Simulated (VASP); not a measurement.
# BAs (F-43m) in VASP: notebook

Runs on BAs. Level: PBE. Tasks: single point.

Everything below comes from runs of VASP 6.6.1. Logs are shortened: lines on timing, memory, paths and dates and some standing lists are left out, and cuts for length are marked.

## (1) The undisturbed crystal

Symmetry: F-43m, No. 216, cubic system. The conventional cell has a = 4.777 Å, b = 4.777 Å, c = 4.777 Å, α = 90.00°, β = 90.00°, γ = 90.00°. Around B (site symmetry -43m) lie 4 As at 2.07 Å. Around As (site symmetry -43m) lie 4 B at 2.07 Å.

## (2) Single point, PBE (a relaxed cell with its volume scaled by 0.97)

Input file INCAR:

```
  PREC = Accurate
  ENCUT = 520
  EDIFF = 1E-7
  ISMEAR = 0
  SIGMA = 1.0
  LREAL = F
  LASPH = T
  NELM = 80
  ALGO = Normal
  ISIF = 2
  LWAVE = F
  LCHARG = F
  GGA = PE
  NBANDS = 11
```

Input file KPOINTS:

```
regular mesh
0
Gamma
  12 12 12
```

Input file POSCAR:

```
BAs                                     
1.0
    0.0000000000      2.3838459292      2.3838459292
    2.3838459292      0.0000000000      2.3838459292
    2.3838459292      2.3838459292      0.0000000000
  B               As            
     1     1
Direct
     0.0000000000000000    0.0000000000000000    0.0000000000000000
     0.2500000000000000    0.2500000000000000    0.2500000000000000
```

Potentials or basis: VASP PAW PBE potentials, release 64 (B, As).

On the command line:

```console
$ cat potpaw_PBE.64/B/POTCAR potpaw_PBE.64/As/POTCAR > POTCAR
$ mpirun -np 1 vasp_std > vasp.out
```

OUTCAR:

```text
PREC = Accurate
   ENCUT = 520
   EDIFF = 1E-7
   ISMEAR = 0
   LREAL = F
   LASPH = T
   NELM = 80
   ISIF = 2
   GGA = PE

 ion  position               nearest neighbor table
   1  0.000  0.000  0.000-   2 2.06   2 2.06   2 2.06   2 2.06
   2  0.250  0.250  0.250-   1 2.06   1 2.06   1 2.06   1 2.06

  LATTYP: Found a face centered cubic cell.
 ALAT       =     4.7676918584

  Lattice vectors:

 A1 = (   0.0000000000,   2.3838459292,   2.3838459292)
 A2 = (   2.3838459292,   0.0000000000,   2.3838459292)
 A3 = (   2.3838459292,   2.3838459292,   0.0000000000)

Analysis of symmetry for initial positions (statically):
=====================================================================
 Subroutine PRICEL returns:
 Original cell was already a primitive cell.

 Routine SETGRP: Setting up the symmetry group for a
 face centered cubic supercell.

 Subroutine GETGRP returns: Found 24 space group operations
 (whereof 24 operations were pure point group operations)
 out of a pool of 48 trial point group operations.

The static configuration has the point symmetry T_d .

Analysis of symmetry for dynamics (positions and initial velocities):
=====================================================================
 Subroutine PRICEL returns:
 Original cell was already a primitive cell.

 Routine SETGRP: Setting up the symmetry group for a
 face centered cubic supercell.

 Subroutine GETGRP returns: Found 24 space group operations
 (whereof 24 operations were pure point group operations)
 out of a pool of 48 trial point group operations.

The dynamic configuration has the point symmetry T_d .

 Subroutine INISYM returns: Found 24 space group operations
 (whereof 24 operations are pure point group operations),
 and found     1 'primitive' translations

----------------------------------------------------------------------------------------

                                     Primitive cell

  volume of cell :      27.0935

  direct lattice vectors                    reciprocal lattice vectors
     0.000000000  2.383845929  2.383845929    -0.209745099  0.209745099  0.209745099
     2.383845929  0.000000000  2.383845929     0.209745099 -0.209745099  0.209745099
     2.383845929  2.383845929  0.000000000     0.209745099  0.209745099 -0.209745099

  length of vectors
     3.371267244  3.371267244  3.371267244     0.363289168  0.363289168  0.363289168

  position of ions in fractional coordinates (direct lattice)
     0.000000000  0.000000000  0.000000000
     0.250000000  0.250000000  0.250000000

  ion indices of the primitive-cell ions
   primitive index   ion index
                 1           1
                 2           2

----------------------------------------------------------------------------------------

 KPOINTS: regular mesh

Automatic generation of k-mesh.
 Grid dimensions read from file:
 generate k-points for:   12   12   12

 Generating k-lattice:

  Cartesian coordinates                     Fractional coordinates (reciprocal lattice)
    -0.017478758  0.017478758  0.017478758     0.083333333  0.000000000  0.000000000
     0.017478758 -0.017478758  0.017478758     0.000000000  0.083333333  0.000000000
     0.017478758  0.017478758 -0.017478758     0.000000000  0.000000000  0.083333333

  Length of vectors
     0.030274097  0.030274097  0.030274097

  Shift w.r.t. Gamma in fractional coordinates (k-lattice)
     0.000000000  0.000000000  0.000000000

 Subroutine IBZKPT returns following result:
 ===========================================

 Found     72 irreducible k-points:

 Following reciprocal coordinates:
            Coordinates               Weight
  0.000000  0.000000  0.000000      1.000000
  0.083333  0.000000  0.000000      8.000000
  0.166667  0.000000  0.000000      8.000000
  0.250000  0.000000  0.000000      8.000000
  0.333333  0.000000  0.000000      8.000000
  0.416667  0.000000  0.000000      8.000000
[... 16 lines left out ...]
  0.500000  0.166667  0.000000     24.000000
 -0.416667  0.166667  0.000000     24.000000
 [... further k-points ...]
   k-points           NKPTS =     72   k-points in BZ     NKDIM =     72   number of bands    NBANDS=     11
   number of dos      NEDOS =    301   number of ions     NIONS =      2
   total plane-waves  NPLWV =  21952
   dimension x,y,z NGX =    28 NGY =   28 NGZ =   28
   dimension x,y,z NGXF=    56 NGYF=   56 NGZF=   56
   ions per type =               1   1
   NGX,Y,Z   is equivalent  to a cutoff of  13.81, 13.81, 13.81 a.u.
   NGXF,Y,Z  is equivalent  to a cutoff of  27.62, 27.62, 27.62 a.u.
 SYSTEM =  unknown system
   PREC   = accura    normal or accurate (medium, high low for compatibility)
   ISTART =      0    job   : 0-new  1-cont  2-samecut
   ICHARG =      2    charge: 1-file 2-atom 10-const
   ISPIN  =      1    spin polarized calculation?
   LNONCOLLINEAR =      F non collinear calculations
   LSORBIT =      F    spin-orbit coupling
   LASPH  =      T    aspherical Exc in radial PAW
   ENCUT  =  520.0 eV  38.22 Ry    6.18 a.u.   6.27  6.27  6.27*2*pi/ulx,y,z
   NELM   =     80;   NELMIN=  2; NELMDL= -5     # of ELM steps
   EDIFF  = 0.1E-06   stopping-criterion for ELM
   LREAL  =      F    real-space projection
   EDIFFG = 0.1E-05   stopping-criterion for IOM
   NSW    =      0    number of steps for IOM
   IBRION =     -1    ionic relax: 0-MD 1-quasi-New 2-CG
   NFREE  =      0    steps in history (QN), initial steepest desc. (CG)
   ISIF   =      2    stress and relaxation
   ISYM   =      2    0-nonsym 1-usesym 2-fastsym
   POTIM  = 0.5000    time-step for ionic-motion
   TEBEG  =    0.0;   TEEND  =   0.0 temperature during run
   PSTRESS=    0.0 pullay stress
   NELECT =       8.0000    total number of electrons
   NUPDOWN=      -1.0000    fix difference up-down
   EMIN   =  10.00;   EMAX   =-10.00  energy-range for DOS
   EFERMI =   0.00;   METHOD = LEGACY
   ISMEAR =     0;   SIGMA  =   1.00  broadening in eV -4-tet -1-fermi 0-gaus
   EFERMI_NEDOS =   21; number of points for ismear=-14 and -15
   IALGO  =     38    algorithm
   IMIX   =      4    mixing-type and parameters
     AMIX     =   0.40;   BMIX     =  1.00
     AMIX_MAG =   1.60;   BMIX_MAG =  1.00
  volume/ion in A,a.u.               =      13.55        91.42
  Fermi-wavevector in a.u.,A,eV,Ry     =   1.090143  2.060071 16.169312  1.188411
  Thomas-Fermi vector in A             =   2.226361
   LORBIT       =      0    0 simple, 1 ext, 2 COOP (PROOUT), +10 PAW based schemes
   GGA     = PE    functional components
   LHFCALC =     F    Hartree Fock is set to
   AEXX    =    0.0000 exact exchange contribution
   IVDW    =     0    specifies the selected vdW correction
   LEPSILON=     F    determine dielectric tensor
   LRPA    =     F    only Hartree local field effects (RPA)
 non-spin polarized calculation
 Gauss-broadening in eV      SIGMA  =   1.00
  energy-cutoff  :      520.00
  volume of cell :       27.09
 maximum number of plane-waves:       745
 NGX is ok and might be reduce to    28
   NGX = 13   NGY = 13   NGZ = 13

 number of electron       8.0000000 magnetization

 Free energy of the ion-electron system (eV)
  ---------------------------------------------------
  ext. energy  EPLUGINS =         0.00000000
  ---------------------------------------------------
  free energy    TOTEN  =       -11.41094124 eV

  energy without entropy =      -11.37401756  energy(sigma->0) =      -11.39247940

 E-fermi :   6.6872     XC(G=0): -10.6140

 val. band max:        6.1830617273   @ k =   0.0000   0.0000   0.0000
 cond. band min:       7.3628539093   @ k =   0.4167   0.4167   0.0000
 fundamental gap:      1.1797921819
 Fermi energy:         6.6871889688

 k-point     1 :       0.0000    0.0000    0.0000
  band No.  band energies     occupation
      1      -9.2696      2.00000
      2       6.1831      1.52412
      3       6.1831      1.52412
      4       6.1831      1.52412
      5       9.4701      0.00008
      6       9.4701      0.00008
      7       9.4701      0.00008
      8      10.9439      0.00000
      9      15.7955      0.00000
     10      19.1621      0.00000
     11      19.1621      0.00000

 k-point     2 :       0.0833    0.0000    0.0000
  band No.  band energies     occupation
      1      -9.1548      2.00000
      2       5.1426      1.97107
      3       5.9630      1.69424
      4       5.9630      1.69424
      5       9.6273      0.00003
      6       9.7596      0.00001
      7       9.7596      0.00001
      8      11.5595      0.00000
      9      16.2598      0.00000
     10      18.2904      0.00000
     11      18.2904      0.00000

 k-point     3 :       0.1667    0.0000    0.0000
  band No.  band energies     occupation
      1      -8.8143      2.00000
      2       3.2166      2.00000
      3       5.4976      1.90750
      4       5.4976      1.90750
      5       9.5129      0.00006
      6      10.3613      0.00000
      7      10.3613      0.00000
      8      12.8844      0.00000
      9      17.2244      0.00000
     10      17.4925      0.00000
     11      17.4925      0.00000

 k-point     4 :       0.2500    0.0000    0.0000
  band No.  band energies     occupation
      1      -8.2625      2.00000
      2       1.2270      2.00000
      3       5.0279      1.98106
      4       5.0279      1.98106
      5       9.2813      0.00024
      6      10.8507      0.00000
      7      10.8507      0.00000
      8      14.1234      0.00000
      9      17.4323      0.00000
     10      17.4323      0.00000
     11      17.5130      0.00000
[... 239 lines left out ...]
 k-point    22 :       0.4167    0.1667    0.0000
  band No.  band energies     occupation
      1      -6.8976      2.00000
      2      -0.9007      2.00000
      3       2.9719      2.00000
      4       3.5169      1.99999
      5       9.1191      0.00058
      6      11.7632      0.00000
      7      12.8599      0.00000
      8      13.2163      0.00000
      9      17.9837      0.00000
     10      20.0953      0.00000
     11      21.0208      0.00000

 k-point    23 :       0.5000    0.1667    0.0000
  band No.  band energies     occupation
      1      -6.2085      2.00000
      2      -2.0609      2.00000
      3       2.5094      2.00000
      4       3.5783      1.99999
      5       9.2329      0.00032
      6      11.7566      0.00000
      7      12.5719      0.00000
      8      14.4984      0.00000
      9      17.9267      0.00000
     10      20.6752      0.00000
     11      20.9460      0.00000

 k-point    24 :      -0.4167    0.1667    0.0000
  band No.  band energies     occupation
      1      -6.0781      2.00000
      2      -2.2517      2.00000
      3       2.2110      2.00000
      4       3.8278      1.99995
      5       9.4329      0.00010
      6      11.7506      0.00000
      7      12.2428      0.00000
      8      15.4354      0.00000
      9      17.7832      0.00000
     10      19.1148      0.00000
     11      20.7135      0.00000

 [... further k-points ...]
[... 5 lines left out ...]
  --------------------------------------------------------------------------------------
  -------------------------------------------------------------------------------------
  Total        0.7237177      0.7237177      0.7237177     -0.0000000     -0.0000000      0.0000000
  in kB       42.7971873     42.7971873     42.7971873     -0.0000000     -0.0000000      0.0000000
  external PRESSURE =      42.7971873 kB  Pullay stress =       0.0000000 kB

 VOLUME and BASIS-vectors are now :
 -----------------------------------------------------------------------------
  energy-cutoff  :      520.00
  volume of cell :       27.09
      direct lattice vectors                 reciprocal lattice vectors
     0.000000000  2.383845929  2.383845929    -0.209745099  0.209745099  0.209745099
     2.383845929  0.000000000  2.383845929     0.209745099 -0.209745099  0.209745099
     2.383845929  2.383845929  0.000000000     0.209745099  0.209745099 -0.209745099

 POSITION                                       TOTAL-FORCE (eV/Angst)
 -----------------------------------------------------------------------------------
      0.00000      0.00000      0.00000         0.000000      0.000000      0.000000
      1.19192      1.19192      1.19192        -0.000000     -0.000000     -0.000000
 -----------------------------------------------------------------------------------
    total drift:                               -0.000000     -0.000000     -0.000000

  FREE ENERGIE OF THE ION-ELECTRON SYSTEM (eV)
  ---------------------------------------------------
  free  energy   TOTEN  =       -11.4109412423 eV

  energy  without entropy=      -11.3740175583  energy(sigma->0) =      -11.39247940
```

Run time: 20 s. Hardware: 1 thread of Intel Xeon Platinum 8488C (Sapphire Rapids), shared host; peak memory 0.16 GiB.

What came out:

* Free energy: -11.4109 eV
* Pressure: 4.3 GPa
* Band gap on the k mesh: 1.18 eV, indirect (least direct gap 3.29 eV)

A k mesh can miss the band edges.

## (3) Single point, PBE (a relaxed cell with its volume scaled by 1.03)

INCAR is that of step 2.

KPOINTS is that of step 2.

Input file POSCAR:

```
BAs                                     
1.0
    0.0000000000      2.4320174113      2.4320174113
    2.4320174113      0.0000000000      2.4320174113
    2.4320174113      2.4320174113      0.0000000000
  B               As            
     1     1
Direct
     0.0000000000000000    0.0000000000000000    0.0000000000000000
     0.2500000000000000    0.2500000000000000    0.2500000000000000
```

Potentials or basis: VASP PAW PBE potentials, release 64 (B, As).

On the command line:

```console
$ cat potpaw_PBE.64/B/POTCAR potpaw_PBE.64/As/POTCAR > POTCAR
$ mpirun -np 1 vasp_std > vasp.out
```

Run time: 19 s. Hardware: 1 thread of Intel Xeon Platinum 8488C (Sapphire Rapids), shared host; peak memory 0.16 GiB.

It converged, with:

- Free energy: -11.4124 eV
- Pressure: -3.7 GPa
- Band gap on the k mesh: 1.24 eV, indirect (least direct gap 3.21 eV)

Levels at points of the mesh, in eV from the valence-band top:
| k point | band 1 | band 2 | band 3 | band 4 | band 5 | band 6 | band 7 | band 8 |
| --- | --- | --- | --- | --- | --- | --- | --- | --- |
| (0.00, 0.00, 0.00) | -14.92 | 0.00 | 0.00 | 0.00 | 3.21 | 3.21 | 3.21 | 4.01 |
| (0.50, 0.00, 0.00) | -12.24 | -8.40 | -1.73 | -1.73 | 2.38 | 4.72 | 4.72 | 8.75 |
| (0.50, 0.50, 0.00) | -11.01 | -8.23 | -3.86 | -3.86 | 1.49 | 1.50 | 10.86 | 10.86 |

(Continued in part 2 of 2.)
